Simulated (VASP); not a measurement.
# SnO in VASP: one cell, several levels of theory, part 2 of 2

VASP 6.6.1, plane waves, PAW.

## 3. Single point with r2SCAN

INCAR reads:

```
ENCUT = 520.000000
SIGMA = 0.010000
EDIFF = 1.00e-07
ALGO = Normal
METAGGA = R2SCAN
PREC = Accurate
IBRION = -1
ISIF = 2
ISMEAR = 0
NBANDS = 28
NELM = 120
NSW = 0
LASPH = .TRUE.
LCHARG = .TRUE.
LELF = .TRUE.
LWAVE = .FALSE.
LREAL = .FALSE.
```

KPOINTS reads:

```
KPOINTS created by Atomic Simulation Environment
0
Gamma
6 6 6
0 0 0
```

KPOINTS_OPT reads:

```
special points
7
Reciprocal
0.0000000000 0.0000000000 0.0000000000 1
0.0000000000 0.5000000000 0.0000000000 1
0.5000000000 0.5000000000 0.0000000000 1
0.0000000000 0.0000000000 0.5000000000 1
0.0000000000 0.5000000000 0.5000000000 1
0.5000000000 0.5000000000 0.5000000000 1
-0.0885420000 -0.0833330000 0.0000000000 1
```

POSCAR reads:

```
Sn O
 1.0000000000000000
     3.8684398229000001    0.0000000000000000    0.0000000000000000
     0.0000000000000000    3.8684398229000001    0.0000000000000000
     0.0000000000000000    0.0000000000000000    4.8535549723999996
 Sn  O
   2   2
Cartesian
  0.0000000000000000  1.9342199114500001  1.1264054007556932
  1.9342199114500001  0.0000000000000000  3.7271495716443059
  1.9342199114500001  1.9342199114500001  0.0000000000000000
 -0.0000000000000000  0.0000000000000000  0.0000000000000000
```

Started as:

```console
$ mpirun -np 1 vasp_std
```

Standard output, without the iteration lines:

```text
POSCAR found type information on POSCAR SnO
 POSCAR found :  2 types and       4 ions
 -----------------------------------------------------------------------------
|                                                                             |
|                                                                             |
|     You enforced a specific xc type in the INCAR file but a different       |
|     I HOPE YOU KNOW WHAT YOU ARE DOING!                                     |
|                                                                             |
 -----------------------------------------------------------------------------

 LDA part: xc-table for (None), standard interpolation
 POSCAR, INCAR and KPOINTS ok, starting setup
 FFT: planning ... GRIDC
 FFT: planning ... GRID_SOFT
 FFT: planning ... GRID
 WAVECAR not read
 entering main loop
 Start KPOINTS_OPT (optional k-point list driver)
k-point batch [1-7\7]
```

OSZICAR:

```text
N       E                     dE             d eps       ncg     rms          rms(c)
DAV:   1     0.375372906342E+03    0.37537E+03   -0.20407E+04  2348   0.222E+03
DAV:   2    -0.142726592192E+02   -0.38965E+03   -0.37347E+03  2352   0.552E+02
DAV:   3    -0.761693995154E+02   -0.61897E+02   -0.60866E+02  2552   0.185E+02
DAV:   4    -0.790978512449E+02   -0.29285E+01   -0.29153E+01  2572   0.431E+01
DAV:   5    -0.791729657191E+02   -0.75114E-01   -0.75104E-01  2608   0.734E+00    0.110E+01
DAV:   6    -0.664777024752E+02    0.12695E+02   -0.11399E+01  3344   0.483E+01    0.420E+00
DAV:   7    -0.668532276555E+02   -0.37553E+00   -0.20972E+00  2308   0.801E+00    0.284E+00
DAV:   8    -0.669074601195E+02   -0.54232E-01   -0.37086E-01  3368   0.717E+00    0.114E+00
DAV:   9    -0.668876647687E+02    0.19795E-01   -0.16094E-01  3540   0.403E+00    0.375E-01
DAV:  10    -0.668884522278E+02   -0.78746E-03   -0.13894E-02  2512   0.841E-01    0.219E-01
DAV:  11    -0.668886602899E+02   -0.20806E-03   -0.16113E-03  2784   0.571E-01    0.745E-02
DAV:  12    -0.668885919235E+02    0.68366E-04   -0.20524E-04  2904   0.132E-01    0.293E-02
DAV:  13    -0.668885862989E+02    0.56246E-05   -0.11375E-04  2552   0.759E-02    0.151E-02
DAV:  14    -0.668885852877E+02    0.10112E-05   -0.51935E-06  2996   0.200E-02    0.846E-03
DAV:  15    -0.668885848383E+02    0.44937E-06   -0.17697E-06  2360   0.147E-02    0.121E-03
DAV:  16    -0.668885849898E+02   -0.15144E-06   -0.19914E-07  1648   0.433E-03    0.556E-04
DAV:  17    -0.668885850801E+02   -0.90381E-07   -0.36455E-08  1152   0.241E-03
   1 F= -.66888585E+02 E0= -.66888585E+02  d E =-.710196E-44
       N       E                     dE             ncg
DAV:   1     0.332564830366E+04   -0.52861E+04      396
DAV:   2     0.628761398487E+03   -0.26969E+04      392
DAV:   3     0.188227663184E+03   -0.44053E+03      456
DAV:   4     0.166772711719E+03   -0.21455E+02      436
DAV:   5     0.166248515332E+03   -0.52420E+00      440
DAV:   6     0.166226007051E+03   -0.22508E-01      540
DAV:   7     0.166225393166E+03   -0.61389E-03      488
DAV:   8     0.166225386213E+03   -0.69533E-05      528
DAV:   9     0.166225386133E+03   -0.79934E-07      328
```

From OUTCAR:

```text
k-points           NKPTS =     40   k-points in BZ     NKDIM =     40   number of bands    NBANDS=     28

   NELECT =      40.0000    total number of electrons

   dimension x,y,z NGX =    30 NGY =   30 NGZ =   36
   dimension x,y,z NGXF=    60 NGYF=   60 NGZF=   72

  energy-cutoff  :      520.00
  volume of cell :       72.63
      direct lattice vectors                 reciprocal lattice vectors
     3.868439823  0.000000000  0.000000000     0.258502147  0.000000000  0.000000000
     0.000000000  3.868439823  0.000000000     0.000000000  0.258502147  0.000000000
     0.000000000  0.000000000  4.853554972     0.000000000  0.000000000  0.206034547

 k-points in reciprocal lattice and weights: KPOINTS created by Atomic Simulation Env
   0.00000000  0.00000000  0.00000000       0.005
   0.16666667  0.00000000  0.00000000       0.019
   0.33333333  0.00000000  0.00000000       0.019
   0.50000000  0.00000000  0.00000000       0.009
   0.16666667  0.16666667  0.00000000       0.019
   0.33333333  0.16666667  0.00000000       0.037
   0.50000000  0.16666667  0.00000000       0.019
   0.33333333  0.33333333  0.00000000       0.019
[... 32 more k-points ...]

 E-fermi :   6.6263

 k-point     1 :       0.0000    0.0000    0.0000
  band No.  band energies     occupation
      1     -16.1674      2.00000
      2     -15.6294      2.00000
      3     -15.6294      2.00000
      4     -15.6292      2.00000
      5     -15.5847      2.00000
      6     -15.5673      2.00000
      7     -15.5537      2.00000
      8     -15.5294      2.00000
      9     -15.5104      2.00000
     10     -15.5104      2.00000
     11     -14.6071      2.00000
     12     -12.0891      2.00000
     13      -1.0209      2.00000
     14      -0.0085      2.00000
     15       0.1094      2.00000
     16       0.1094      2.00000
     17       2.9462      2.00000
     18       3.1138      2.00000
     19       3.1138      2.00000
     20       6.5308      2.00000
     21       8.8710      0.00000
     22      11.1472      0.00000
     23      11.6306      0.00000
     24      11.6306      0.00000
     25      12.7210      0.00000
     26      12.7210      0.00000
     27      13.8239      0.00000
     28      14.4894      0.00000

 k-point     2 :       0.1667    0.0000    0.0000
  band No.  band energies     occupation
      1     -16.1501      2.00000
      2     -15.6881      2.00000
      3     -15.6237      2.00000
      4     -15.6234      2.00000
      5     -15.6084      2.00000
      6     -15.5872      2.00000
      7     -15.5584      2.00000
      8     -15.5338      2.00000
      9     -15.5152      2.00000
     10     -15.4999      2.00000
     11     -14.3682      2.00000
     12     -12.2207      2.00000
     13      -1.1749      2.00000
     14      -0.0356      2.00000
     15       0.2860      2.00000
     16       0.3062      2.00000
     17       2.5841      2.00000
     18       2.8798      2.00000
     19       2.9931      2.00000
     20       6.4606      2.00000
     21       9.6203      0.00000
     22      10.1355      0.00000
     23      11.7930      0.00000
     24      11.8019      0.00000
     25      12.0844      0.00000
     26      12.8520      0.00000
     27      14.1455      0.00000
     28      16.1943      0.00000

 k-point     3 :       0.3333    0.0000    0.0000
  band No.  band energies     occupation
      1     -16.1011      2.00000
      2     -15.8741      2.00000
      3     -15.6104      2.00000
      4     -15.6069      2.00000
      5     -15.5924      2.00000
      6     -15.5905      2.00000
      7     -15.5416      2.00000
      8     -15.5354      2.00000
      9     -15.5276      2.00000
     10     -15.5006      2.00000
     11     -13.8311      2.00000
     12     -12.6086      2.00000
     13      -1.2957      2.00000
     14      -0.4156      2.00000
     15       0.7825      2.00000
     16       0.8024      2.00000
     17       2.1615      2.00000
     18       2.2708      2.00000
     19       2.9698      2.00000
     20       5.4605      2.00000
     21       9.7233      0.00000
     22      10.5713      0.00000
     23      11.7635      0.00000
     24      12.2695      0.00000
     25      12.5545      0.00000
     26      13.0459      0.00000
     27      14.6220      0.00000
     28      17.2835      0.00000

 k-point     4 :       0.5000    0.0000    0.0000
  band No.  band energies     occupation
      1     -16.0146      2.00000
      2     -16.0146      2.00000
      3     -15.5988      2.00000
      4     -15.5988      2.00000
      5     -15.5907      2.00000
      6     -15.5907      2.00000
      7     -15.5402      2.00000
      8     -15.5402      2.00000
      9     -15.5113      2.00000
     10     -15.5113      2.00000
     11     -13.1912      2.00000
     12     -13.1912      2.00000
     13      -1.0163      2.00000
     14      -1.0163      2.00000
     15       1.4875      2.00000
     16       1.4875      2.00000
     17       1.4991      2.00000
     18       1.4991      2.00000
     19       3.9610      2.00000
     20       3.9610      2.00000
     21      10.1281      0.00000
     22      10.1281      0.00000
     23      12.7526      0.00000
     24      12.7526      0.00000
     25      12.8299      0.00000
     26      12.8299      0.00000
     27      15.5475      0.00000
     28      15.5475      0.00000

 k-point     5 :       0.1667    0.1667    0.0000
  band No.  band energies     occupation
      1     -16.1361      2.00000
      2     -15.7615      2.00000
      3     -15.6324      2.00000
      4     -15.6172      2.00000
      5     -15.6030      2.00000
      6     -15.5845      2.00000
      7     -15.5530      2.00000
      8     -15.5345      2.00000
      9     -15.5055      2.00000
     10     -15.5006      2.00000
     11     -14.1760      2.00000
     12     -12.3241      2.00000
     13      -1.4443      2.00000
     14      -0.2219      2.00000
     15       0.2479      2.00000
     16       0.8509      2.00000
     17       2.3960      2.00000
     18       2.4170      2.00000
     19       3.3626      2.00000
     20       6.3574      2.00000
     21       9.9423      0.00000
     22      10.1595      0.00000
     23      10.7960      0.00000
     24      11.3575      0.00000
     25      12.2939      0.00000
     26      13.2294      0.00000
     27      15.3206      0.00000
     28      16.7177      0.00000

[... the tables of k-points 6 to 40 left out ...]

  Total       -0.9925479     -0.9925479      0.2297841      0.0000000     -0.0000000      0.0000000
  in kB      -21.8942668    -21.8942668      5.0687263      0.0000000     -0.0000000      0.0000000
  external PRESSURE =     -12.9066024 kB  Pullay stress =       0.0000000 kB

 POSITION                                       TOTAL-FORCE (eV/Angst)
 -----------------------------------------------------------------------------------
      0.00000      1.93422      1.12641        -0.000000      0.000000      0.121483
      1.93422      0.00000      3.72715         0.000000      0.000000     -0.121483
      1.93422      1.93422      0.00000         0.000000     -0.000000     -0.000000
      0.00000      0.00000      0.00000        -0.000000      0.000000     -0.000000
 -----------------------------------------------------------------------------------
    total drift:                                0.000000      0.000000     -0.000000

  FREE ENERGIE OF THE ION-ELECTRON SYSTEM (eV)
  ---------------------------------------------------
  free  energy   TOTEN  =       -66.8885850801 eV

  energy  without entropy=      -66.8885850801  energy(sigma->0) =      -66.88858508
```

Hardware: 1 MPI rank of Intel Xeon Platinum 8488C, shared host.

The levels at the points of KPOINTS_OPT are read from vasprun.xml.

Band energies at the special points (eV, zero at the top of v, the last band that the electrons fill by count):

```
point    v−1      v     c   c+1
    Γ  -3.42   0.00  2.34  4.61
    X  -2.57  -2.57  3.59  3.59
    M  -1.83  -1.83  0.58  0.58
    Z  -3.06  -2.09  1.88  3.38
    R  -1.70  -1.70  2.93  2.93
    A  -2.60  -2.60  2.83  2.83
```

r2SCAN gives an indirect gap of 0.58 eV, from (-0.09, -0.08, 0.00) to M; the least direct gap is 2.27 eV. The pressure is -1.29 GPa, and the largest force is 0.121 eV/Å, on atom 1 (Sn).

Density in a lattice plane of the grid's cell (edges 3.87 and 4.85 Å, at 0.000 of the third edge), which holds Sn and O.

Values in e/Å³, 12 rows by 10 columns:
```
 4.40  2.40  0.69  0.44  1.21  2.13  1.21  0.44  0.69  2.40
 0.78  0.57  0.39  1.08  5.34  8.95  5.34  1.08  0.39  0.57
 0.16  0.16  0.28  1.48  7.21 11.86  7.21  1.48  0.28  0.16
 0.06  0.08  0.20  0.75  3.34  5.48  3.34  0.75  0.20  0.08
 0.04  0.05  0.12  0.30  0.64  0.93  0.64  0.30  0.12  0.05
 0.03  0.04  0.07  0.13  0.20  0.24  0.20  0.13  0.07  0.04
 0.04  0.04  0.04  0.06  0.08  0.09  0.08  0.06  0.04  0.04
 0.06  0.05  0.04  0.03  0.03  0.03  0.03  0.03  0.04  0.05
 0.16  0.12  0.07  0.03  0.02  0.02  0.02  0.03  0.07  0.12
 0.78  0.51  0.19  0.06  0.03  0.03  0.03  0.06  0.19  0.51
 4.40  2.29  0.53  0.14  0.07  0.06  0.07  0.14  0.53  2.29
 8.09  4.61  0.90  0.25  0.20  0.22  0.20  0.25  0.90  4.61
```
Columns run along the first of these edges and rows up along the second, over one cell in 10 and 12 even steps from the bottom left corner. Atoms in the plane (fractional): Sn at (0.50, 0.77), O at (1.00, 0.00).

ELF in the same plane.

Values, 12 rows by 10 columns:
```
0.75 0.83 0.63 0.23 0.28 0.23 0.28 0.23 0.63 0.83
0.74 0.64 0.25 0.33 0.10 0.08 0.10 0.33 0.25 0.64
0.26 0.19 0.23 0.38 0.10 0.51 0.10 0.38 0.23 0.19
0.05 0.12 0.36 0.52 0.35 0.23 0.35 0.52 0.36 0.12
0.03 0.12 0.52 0.57 0.60 0.59 0.60 0.57 0.52 0.12
0.03 0.07 0.33 0.70 0.74 0.72 0.74 0.70 0.33 0.07
0.03 0.04 0.08 0.31 0.63 0.73 0.63 0.31 0.08 0.04
0.05 0.04 0.03 0.04 0.11 0.18 0.11 0.04 0.03 0.04
0.26 0.20 0.09 0.03 0.02 0.02 0.02 0.03 0.09 0.20
0.74 0.66 0.41 0.11 0.03 0.02 0.03 0.11 0.41 0.66
0.75 0.81 0.69 0.25 0.06 0.06 0.06 0.25 0.69 0.81
0.32 0.75 0.78 0.25 0.13 0.18 0.13 0.25 0.78 0.75
```
Columns run along the first of these edges and rows up along the second, over one cell in 10 and 12 even steps from the bottom left corner. Atoms in the plane (fractional): Sn at (0.50, 0.77), O at (1.00, 0.00).

Both are smooth fields of the valence electrons: close to the nuclei they are not physical.

The highest ELF values outside the cores: 0.84 in the shell around O, 0.6 Å from O; 0.81 beside Sn, off the lines to its neighbours, 1.5 Å from Sn.

## 4. What came out

The summary covers parts 1 to 2.

| level | gap (eV) | pressure (GPa) | largest force (eV/Å) | Ansatz: gap (eV) | Ansatz: pressure (GPa) | Ansatz: force (eV/Å) |
| --- | --- | --- | --- | --- | --- | --- |
| PBE | 0.41 | 2.38 | 0.536 | 0.40 | 2.16 | 0.452 |
| r2SCAN | 0.58 | -1.29 | 0.121 | 0.57 | -1.83 | 0.016 |

The gap runs from 0.41 eV (PBE) to 0.58 eV (r2SCAN). Spin-orbit coupling is left out, though the cell holds Sn (Z = 50); in an element this heavy it can shift bands and gaps by tenths of an eV. At this one volume the pressure spans -1.3 GPa (r2SCAN) to 2.4 GPa (PBE): PBE wants the largest cell and r2SCAN the smallest. Forces up to 0.54 eV/Å (PBE) show atoms off their equilibrium places at that level; the least is 0.121 eV/Å (r2SCAN). The two programs agree on the gap within 0.02 eV, far less than the spread between functionals. The two codes have different PAW datasets and cutoffs.
